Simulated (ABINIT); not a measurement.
# Si (Fd-3m) in ABINIT: notebook, part 2 of 2

ABINIT 10.8.3 (patched build). Earlier steps stand in the parts before.

**3. Equation of state, BLYP+D3**

Contents of run.abi:

```
# Datasets: one volume each
ndtset 7
getwfk -1
scalecart1 3*0.9795861087
scalecart2 3*0.9864848297
scalecart3 3*0.9932883884
scalecart4 3*1.0000000000
scalecart5 3*1.0066227096
scalecart6 3*1.0131594038
scalecart7 3*1.0196128224

# Pseudopotentials
pp_dirpath "./"
pseudos "Si.GGA_PBE-JTH.xml"

# Structure
acell 3.8492788627 3.8492788627 3.8492788627 Angstrom
rprim
     0.0000000000     0.7071067812     0.7071067812
     0.7071067812     0.0000000000     0.7071067812
     0.7071067812     0.7071067812     0.0000000000
ntypat 1
znucl 14
natom 2
typat 1 1
xred
     0.5000000000     0.5000000000     0.5000000000
     0.7500000000     0.7500000000     0.7500000000

# Plane-wave basis
ecut 15.0
pawecutdg 30.0

# k points
kptopt 1
ngkpt 8 8 8
nshiftk 1
shiftk 0.0 0.0 0.0

# Exchange and correlation
ixc -106131
vdw_xc 6

# Bands and occupations
nband 8
occopt 3
tsmear 0.05 eV

# SCF cycle
nstep 100
tolvrs 1.0e-9

# Output
iomode 3
prtwf 1
prtden 0
prteig 0
prtebands 0
enunit 2
```

Potentials or basis: JTH PAW PBE v2.0.

On the command line:

```
abinit run.abi > log 2>&1
```

It took 35 s on 1 thread of Intel Xeon 6975P-C (Granite Rapids), shared host; peak memory 0.12 GiB.

The run converged. Its results:

```yaml
Equilibrium_volume: 20.98 Å³/atom
Bulk_modulus: 75 GPa
Pressure_derivative_of_the_bulk_modulus: "5.3 (rough: it moves with the points fitted)"
```

Energy against volume, from the lowest point:
```tsv
volume (Å³/atom)	energy (meV/atom)
18.955	56.40
19.358	34.63
19.761	18.66
20.165	7.98
20.568	1.93
20.971	0.00
21.375	1.64
```

Caveat: pressures at fixed basis lie under the slope of the energies; the PAW data sets were made with another functional, which shifts forces and pressure a little.

**4. Equation of state, HCTH407**

run.abi, as its differences from that of step 3:

```diff
@@ -13,6 +13,6 @@
 pp_dirpath "./"
-pseudos "Si.GGA_PBE-JTH.xml"
+pseudos "Si.upf"
 
 # Structure
-acell 3.8492788627 3.8492788627 3.8492788627 Angstrom
+acell 7.2740828278 7.2740828278 7.2740828278
 rprim
@@ -30,4 +30,3 @@
 # Plane-wave basis
-ecut 15.0
-pawecutdg 30.0
+ecut 18.0
 
@@ -40,4 +39,3 @@
 # Exchange and correlation
-ixc -106131
-vdw_xc 6
+ixc 27
 
@@ -46,3 +44,3 @@
 occopt 3
-tsmear 0.05 eV
+tsmear 0.00183747
 
@@ -50,3 +48,3 @@
 nstep 100
-tolvrs 1.0e-9
+tolvrs 1.0e-10
 
@@ -58,2 +56 @@
 prtebands 0
-enunit 2
```

Potentials or basis: PseudoDojo NC SR PBE v0.4.1 standard.

On the command line:

```
abinit run.abi > log 2>&1
```

run.abo:

```text
.Version 10.8.3 of ABINIT
 DATASET    1 : space group Fd -3 m (#227); Bravais cF (face-center cubic)
================================================================================
 Values of the parameters that define the memory need for DATASET  1.
     intxc =       0    ionmov =       0      iscf =       7    lmnmax =       6
     lnmax =       6     mgfft =      30  mpssoang =       3    mqgrid =    3001
     natom =       2  nloc_mem =       1    nspden =       1   nspinor =       1
    nsppol =       1      nsym =      48    n1xccc =    2501    ntypat =       1
    occopt =       3   xclevel =       2
       mpw =         950          nfft =       27000          nkpt =          29
================================================================================
================================================================================
[... 61 lines left out ...]
 DATASET    7 : space group Fd -3 m (#227); Bravais cF (face-center cubic)
================================================================================
 Values of the parameters that define the memory need for DATASET  7.
     intxc =       0    ionmov =       0      iscf =       7    lmnmax =       6
     lnmax =       6     mgfft =      30  mpssoang =       3    mqgrid =    3001
     natom =       2  nloc_mem =       1    nspden =       1   nspinor =       1
    nsppol =       1      nsym =      48    n1xccc =    2501    ntypat =       1
    occopt =       3   xclevel =       2
       mpw =        1064          nfft =       27000          nkpt =          29
================================================================================
================================================================================
[... 1170 lines left out ...]
           etotal2    -8.5150854644E+00
           etotal3    -8.5155794657E+00
           etotal4    -8.5157082048E+00
           etotal5    -8.5155077804E+00
           etotal6    -8.5150118941E+00
           etotal7    -8.5142504933E+00
            fcart1    -3.2064503827E-28  1.0688167942E-28  1.0688167942E-28
                       3.2064503827E-28 -1.0688167942E-28 -1.0688167942E-28
            fcart2    -1.5920134596E-28 -4.7760403788E-28  1.3266778830E-27
                       1.5920134596E-28  4.7760403788E-28 -1.3266778830E-27
            fcart3    -4.2162904414E-28  4.2162904414E-28  1.8191810423E-44
                       4.2162904414E-28 -4.2162904414E-28 -1.8191810423E-44
            fcart4     1.0993479886E-27 -7.8524856329E-28  1.6228470308E-27
                      -1.0993479886E-27  7.8524856329E-28 -1.6228470308E-27
            fcart5    -5.2005486981E-29  0.0000000000E+00  4.4841550858E-44
                       5.2005486981E-29  0.0000000000E+00  0.0000000000E+00
[... 38 lines left out ...]
                       0.0000000000E+00  0.0000000000E+00  0.0000000000E+00
           xangst1     2.6662876105E+00  2.6662876105E+00  2.6662876105E+00
                       3.9994314157E+00  3.9994314157E+00  3.9994314157E+00
           xangst2     2.6850649024E+00  2.6850649024E+00  2.6850649024E+00
                       4.0275973536E+00  4.0275973536E+00  4.0275973536E+00
           xangst3     2.7035831767E+00  2.7035831767E+00  2.7035831767E+00
                       4.0553747651E+00  4.0553747651E+00  4.0553747651E+00
           xangst4     2.7218511847E+00  2.7218511847E+00  2.7218511847E+00
                       4.0827767770E+00  4.0827767770E+00  4.0827767770E+00
           xangst5     2.7398772147E+00  2.7398772147E+00  2.7398772147E+00
                       4.1098158220E+00  4.1098158220E+00  4.1098158220E+00
           xangst6     2.7576691235E+00  2.7576691235E+00  2.7576691235E+00
                       4.1365036853E+00  4.1365036853E+00  4.1365036853E+00
           xangst7     2.7752343686E+00  2.7752343686E+00  2.7752343686E+00
                       4.1628515529E+00  4.1628515529E+00  4.1628515529E+00
             xred      5.0000000000E-01  5.0000000000E-01  5.0000000000E-01
                       7.5000000000E-01  7.5000000000E-01  7.5000000000E-01
 Calculation completed.
```

Run time: 28 s. Hardware: 1 thread of Intel Xeon 6975P-C (Granite Rapids), shared host; peak memory 0.1 GiB.

What came out:

- Equilibrium volume: 20.11 Å³/atom
- Bulk modulus: 90 GPa
- Pressure derivative of the bulk modulus: 4.3

Energy against volume, from the lowest point:
| volume (Å³/atom) | energy (meV/atom) |
| --- | --- |
| 18.955 | 20.71 |
| 19.358 | 8.47 |
| 19.761 | 1.75 |
| 20.165 | 0.00 |
| 20.568 | 2.73 |
| 20.971 | 9.47 |
| 21.375 | 19.83 |

Caveat: pressures at fixed basis lie under the slope of the energies; the potentials were made for another functional, which shifts forces and pressure.

**5. Overview**

```csv
task,level,potentials or basis,cutoff (eV),fine-grid cutoff,V0 of scaled cells (Å³/atom),B0 (GPa)
band structure,PBE,Ansatz NC PBE,490,-,-,-
equation of state,BLYP+D3,JTH PAW PBE v2.0,408,816.342 eV,20.98,75
equation of state,HCTH407,PseudoDojo NC SR PBE v0.4.1 standard,490,-,20.11,90
```

Alike in all rows: no spin polarisation; cell as given; k mesh 8 × 8 × 8; smearing fermi-dirac 0.05 eV.

Caveats: pressures at fixed basis lie under the slope of the energies (some runs); the PAW data sets were made with another functional, which shifts forces and pressure a little (some runs); the potentials were made for another functional, which shifts forces and pressure (some runs).

Total energies depend on the potentials used, so only differences within one code and one set of settings carry meaning.
